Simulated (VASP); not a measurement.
# Cu (P6_3/mmc) in VASP: notebook, part 2 of 2

VASP 6.6.1. Earlier steps stand in the parts before.

### Step 3. Single point, PBEsol

This run uses another cell than the first one, of 11.78 Å³/atom, 1.040 times its volume.

INCAR reads:

```
  ALGO = Normal
  EDIFF = 1E-6
  ENCUT = 520
  GGA = PS
  ISIF = 2
  ISMEAR = -1
  LASPH = T
  LCHARG = T
  LELF = T
  LREAL = F
  LVHAR = T
  LWAVE = F
  NBANDS = 30
  NELM = 60
  PREC = Accurate
  SIGMA = 0.1
```

KPOINTS reads:

```
k-points
0
Gamma
  16 16 5
```

POSCAR reads:

```
Cu
1.0
    2.5534472733      0.0000000000      0.0000000000
   -1.2767236367      2.2113502059      0.0000000000
    0.0000000000      0.0000000000      8.3415221397
Cu
4
Direct
    1.0000000000      1.0000000000      0.0000000000
    1.0000000000      1.0000000000      0.5000000000
    0.3333333333      0.6666666667      0.2500000000
    0.6666666667      0.3333333333      0.7500000000
```

Potentials or basis: VASP PAW PBE potentials, release 64 (Cu).

Started as:

```bash
$ cat potpaw_PBE.64/Cu/POTCAR > POTCAR
$ mpirun -np 1 vasp_std > vasp.out
```

OUTCAR:

```text
EDIFF = 1E-6
   ENCUT = 520
   GGA = PS
   ISIF = 2
   ISMEAR = -1
   LASPH = T
   LREAL = F
   NELM = 60
   PREC = Accurate

 ion  position               nearest neighbor table
   1  0.000  0.000  0.000-   3 2.55   4 2.55   4 2.55   3 2.55   4 2.55   3 2.55
   2  0.000  0.000  0.500-   3 2.55   4 2.55   4 2.55   3 2.55   4 2.55   3 2.55
   3  0.333  0.667  0.250-   1 2.55   2 2.55   1 2.55   2 2.55   1 2.55   2 2.55
   4  0.667  0.333  0.750-   1 2.55   2 2.55   1 2.55   2 2.55   1 2.55   2 2.55

  LATTYP: Found a hexagonal cell.
 ALAT       =     2.5534472733
 C/A-ratio  =     3.2667688998

  Lattice vectors:

 A1 = (   2.5534472733,   0.0000000000,   0.0000000000)
 A2 = (  -1.2767236367,   2.2113502059,   0.0000000000)
 A3 = (   0.0000000000,   0.0000000000,   8.3415221397)

Analysis of symmetry for initial positions (statically):
=====================================================================
 Subroutine PRICEL returns:
 Original cell was already a primitive cell.

 Routine SETGRP: Setting up the symmetry group for a
 hexagonal supercell.

 Subroutine GETGRP returns: Found 24 space group operations
 (whereof 12 operations were pure point group operations)
 out of a pool of 24 trial point group operations.

The static configuration has the point symmetry D_3d.
 The point group associated with its full space group is D_6h.

Analysis of symmetry for dynamics (positions and initial velocities):
=====================================================================
 Subroutine PRICEL returns:
 Original cell was already a primitive cell.

 Routine SETGRP: Setting up the symmetry group for a
 hexagonal supercell.

 Subroutine GETGRP returns: Found 24 space group operations
 (whereof 12 operations were pure point group operations)
 out of a pool of 24 trial point group operations.

The dynamic configuration has the point symmetry D_3d.
 The point group associated with its full space group is D_6h.

 Subroutine INISYM returns: Found 24 space group operations
 (whereof 12 operations are pure point group operations),
 and found     1 'primitive' translations

----------------------------------------------------------------------------------------

                                     Primitive cell

  volume of cell :      47.1010

  direct lattice vectors                    reciprocal lattice vectors
     2.553447273  0.000000000  0.000000000     0.391627433  0.226106204  0.000000000
    -1.276723637  2.211350206  0.000000000     0.000000000  0.452212407  0.000000000
     0.000000000  0.000000000  8.341522140     0.000000000  0.000000000  0.119882197

  length of vectors
     2.553447273  2.553447273  8.341522140     0.452212407  0.452212407  0.119882197

  position of ions in fractional coordinates (direct lattice)
     0.000000000  0.000000000  0.000000000
     0.000000000  0.000000000  0.500000000
     0.333333333  0.666666667  0.250000000
     0.666666667  0.333333333  0.750000000

  ion indices of the primitive-cell ions
   primitive index   ion index
                 1           1
                 2           2
                 3           3
[... 22 lines left out ...]

 Subroutine IBZKPT returns following result:
 ===========================================

 Found     90 irreducible k-points:

 Following reciprocal coordinates:
            Coordinates               Weight
  0.000000  0.000000  0.000000      1.000000
  0.062500 -0.000000  0.000000      6.000000
  0.125000 -0.000000  0.000000      6.000000
  0.187500 -0.000000  0.000000      6.000000
  0.250000 -0.000000  0.000000      6.000000
  0.312500  0.000000  0.000000      6.000000
[... 16 lines left out ...]
  0.187500  0.187500  0.000000      6.000000
  0.250000  0.187500  0.000000     12.000000
 [... further k-points ...]
   k-points           NKPTS =     90   k-points in BZ     NKDIM =     90   number of bands    NBANDS=     30
   number of dos      NEDOS =    301   number of ions     NIONS =      4
   total plane-waves  NPLWV =  25600
   dimension x,y,z NGX =    20 NGY =   20 NGZ =   64
   dimension x,y,z NGXF=    40 NGYF=   40 NGZF=  128
   ions per type =               4
   NGX,Y,Z   is equivalent  to a cutoff of  13.02, 13.02, 12.76 a.u.
   NGXF,Y,Z  is equivalent  to a cutoff of  26.04, 26.04, 25.51 a.u.
 SYSTEM =  unknown system
   PREC   = accura    normal or accurate (medium, high low for compatibility)
   ISTART =      0    job   : 0-new  1-cont  2-samecut
   ICHARG =      2    charge: 1-file 2-atom 10-const
   ISPIN  =      1    spin polarized calculation?
   LNONCOLLINEAR =      F non collinear calculations
   LSORBIT =      F    spin-orbit coupling
   LASPH  =      T    aspherical Exc in radial PAW
   ENCUT  =  520.0 eV  38.22 Ry    6.18 a.u.   4.75  4.75 15.51*2*pi/ulx,y,z
   NELM   =     60;   NELMIN=  2; NELMDL= -5     # of ELM steps
   EDIFF  = 0.1E-05   stopping-criterion for ELM
   LREAL  =      F    real-space projection
   EDIFFG = 0.1E-04   stopping-criterion for IOM
   NSW    =      0    number of steps for IOM
   IBRION =     -1    ionic relax: 0-MD 1-quasi-New 2-CG
   NFREE  =      0    steps in history (QN), initial steepest desc. (CG)
   ISIF   =      2    stress and relaxation
   ISYM   =      2    0-nonsym 1-usesym 2-fastsym
   POTIM  = 0.5000    time-step for ionic-motion
   TEBEG  =    0.0;   TEEND  =   0.0 temperature during run
   PSTRESS=    0.0 pullay stress
   NELECT =      44.0000    total number of electrons
   NUPDOWN=      -1.0000    fix difference up-down
   EMIN   =  10.00;   EMAX   =-10.00  energy-range for DOS
   EFERMI =   0.00;   METHOD = LEGACY
   ISMEAR =    -1;   SIGMA  =   0.10  broadening in eV -4-tet -1-fermi 0-gaus
   EFERMI_NEDOS =   21; number of points for ismear=-14 and -15
   IALGO  =     38    algorithm
   IMIX   =      4    mixing-type and parameters
     AMIX     =   0.40;   BMIX     =  1.00
     AMIX_MAG =   1.60;   BMIX_MAG =  1.00
  volume/ion in A,a.u.               =      11.78        79.46
  Fermi-wavevector in a.u.,A,eV,Ry     =   1.600353  3.024229 34.846290  2.561130
  Thomas-Fermi vector in A             =   2.697502
   LORBIT       =      0    0 simple, 1 ext, 2 COOP (PROOUT), +10 PAW based schemes
   GGA     = PS    functional components
   LHFCALC =     F    Hartree Fock is set to
   AEXX    =    0.0000 exact exchange contribution
   IVDW    =     0    specifies the selected vdW correction
   LEPSILON=     F    determine dielectric tensor
   LRPA    =     F    only Hartree local field effects (RPA)
 non-spin polarized calculation
  energy-cutoff  :      520.00
  volume of cell :       47.10
 maximum number of plane-waves:      1288
 NGX is ok and might be reduce to    20
   NGX =  9   NGY =  9   NGZ = 31

 number of electron      44.0000014 magnetization

 Free energy of the ion-electron system (eV)
  ---------------------------------------------------
  ext. energy  EPLUGINS =         0.00000000
  ---------------------------------------------------
  free energy    TOTEN  =       -17.20821560 eV

  energy without entropy =      -17.16362298  energy(sigma->0) =      -17.18591929

 E-fermi :   7.3899     XC(G=0): -12.9252

 val. band max:        7.3774552869   @ k =   0.3750   0.1250   0.4000
 cond. band min:       7.3961648597   @ k =   0.3125   0.1875   0.4000
 fundamental gap:      0.0187095727
 Fermi energy:         7.3899447760

 k-point     1 :       0.0000    0.0000    0.0000
  band No.  band energies     occupation
      1      -1.9746      2.00000
      2       0.1483      2.00000
      3       0.1555      2.00000
      4       2.3252      2.00000
      5       4.1462      2.00000
      6       4.1502      2.00000
[... 781 lines left out ...]
     29      16.8894      0.00000
     30      18.5466      0.00000

 [... further k-points ...]

------------------------ aborting loop because EDIFF is reached ----------------------------------------

  FORCE on cell =-STRESS in cart. coord.  units (eV):
  Direction    XX          YY          ZZ          XY          YZ          ZX
  --------------------------------------------------------------------------------------
  -------------------------------------------------------------------------------------
  Total       -1.4840235     -1.4840235     -1.4771013      0.0000000      0.0000000      0.0000000
  in kB      -50.4802643    -50.4802643    -50.2448012      0.0000000      0.0000000      0.0000000
  external PRESSURE =     -50.4017766 kB  Pullay stress =       0.0000000 kB

 VOLUME and BASIS-vectors are now :
 -----------------------------------------------------------------------------
  energy-cutoff  :      520.00
  volume of cell :       47.10
      direct lattice vectors                 reciprocal lattice vectors
     2.553447273  0.000000000  0.000000000     0.391627433  0.226106204  0.000000000
    -1.276723637  2.211350206  0.000000000     0.000000000  0.452212407  0.000000000
     0.000000000  0.000000000  8.341522140     0.000000000  0.000000000  0.119882197

 POSITION                                       TOTAL-FORCE (eV/Angst)
 -----------------------------------------------------------------------------------
      0.00000      0.00000      0.00000         0.000000     -0.000000      0.000000
      0.00000      0.00000      4.17076         0.000000     -0.000000      0.000000
     -0.00000      1.47423      2.08538         0.000000      0.000000     -0.000000
      1.27672      0.73712      6.25614        -0.000000     -0.000000      0.000000
 -----------------------------------------------------------------------------------
    total drift:                                0.000000     -0.000000      0.000000

  FREE ENERGIE OF THE ION-ELECTRON SYSTEM (eV)
  ---------------------------------------------------
  free  energy   TOTEN  =       -17.2082156001 eV

  energy  without entropy=      -17.1636229776  energy(sigma->0) =      -17.18591929
```

stdout:

```text
POSCAR found type information on POSCAR Cu
 POSCAR found :  1 types and       4 ions
 scaLAPACK will be used
 -----------------------------------------------------------------------------
|                                                                             |
|                                                                             |
|     You enforced a specific xc type in the INCAR file but a different       |
|     I HOPE YOU KNOW WHAT YOU ARE DOING!                                     |
|                                                                             |
 -----------------------------------------------------------------------------

 LDA part: xc-table for (Slater+PW92), standard interpolation
 POSCAR, INCAR and KPOINTS ok, starting setup
 FFT: planning ... GRIDC
 FFT: planning ... GRID_SOFT
 FFT: planning ... GRID
 WAVECAR not read
 entering main loop
```

Wall time 66 s (1 thread of Intel Xeon Platinum 8488C (Sapphire Rapids), shared host); peak memory 0.22 GiB.

What came out:

- Free energy: -17.2082 eV
- Pressure: -5.0 GPa
- Band gap on the k mesh: none (metal or under the smearing width)

Levels at points of the mesh, in eV from the Fermi level:
```csv
k point,band 20,band 21,band 22,band 23,band 24,band 25
"(0.00, 0.00, 0.00)",-1.91,-1.91,-1.62,-1.62,-1.00,3.79
"(0.50, 0.00, 0.00)",-1.47,-0.59,0.43,0.99,1.56,4.61
```

Caveat: the PAW data sets were made with another functional, which shifts forces and pressure a little.

### Step 4. Single point, PBEsol

INCAR reads:

```
ALGO = Normal
EDIFF = 1E-6
ENCUT = 520
GGA = PS
ISIF = 2
ISMEAR = -1
LASPH = True
LCHARG = False
LREAL = False
LWAVE = False
NBANDS = 30
NELM = 100
PREC = Accurate
SIGMA = 0.1
```

KPOINTS is that of step 3.

POSCAR reads:

```
Cu
1.0
    2.5202818665      0.0000000000      0.0000000000
   -1.2601409332      2.1826281211      0.0000000000
    0.0000000000      0.0000000000      8.2331784202
Cu
4
Direct
    1.0000000000      1.0000000000      0.0000000000
    1.0000000000      1.0000000000      0.5000000000
    0.3333333333      0.6666666667      0.2500000000
    0.6666666667      0.3333333333      0.7500000000
```

Started as:

```bash
$ cat potpaw_PBE.64/Cu/POTCAR > POTCAR
$ mpirun -np 1 vasp_std > vasp.out
```

Run time: 59 s. Hardware: 1 thread of Intel Xeon Platinum 8488C (Sapphire Rapids), shared host; peak memory 0.22 GiB.

Results (log left out):

```yaml
Free_energy: -17.2339 eV
Pressure: 0.9 GPa
Band_gap_on_the_k_mesh: none (metal or under the smearing width)
```

Levels at points of the mesh, in eV from the Fermi level:
```
           k point  band 19  band 20  band 21  band 22  band 23  band 24  band 25  band 26
(0.00, 0.00, 0.00)    -2.14    -1.97    -1.97    -1.67    -1.67    -1.12     3.99    12.81
(0.50, 0.00, 0.00)    -1.52    -1.51    -0.68     0.37     1.02     1.60     4.82     4.83
```

Caveat: the PAW data sets were made with another functional, which shifts forces and pressure a little.

### Step 5. The runs side by side

| cell | k mesh | gap on the mesh (eV) | pressure (GPa) |
| --- | --- | --- | --- |
| P6_3/mmc, 11.32 Å³/atom | 19 × 19 × 5 | none | 0.8 |
| P6_3/mmc, 11.78 Å³/atom | 16 × 16 × 5 | none | -5.0 |
| P6_3/mmc, 11.32 Å³/atom | 16 × 16 × 5 | none | 0.9 |

Alike in all rows: task single point; level PBEsol; potentials or basis VASP PAW PBE potentials, release 64 (Cu); no spin polarisation; cutoff (eV) 520; smearing fermi-dirac 0.1 eV.

Every run on the cell as given and a fine mesh finds a metal.

Caveats: the PAW data sets were made with another functional, which shifts forces and pressure a little.

Absolute energies hang on the potentials; compare differences alone.
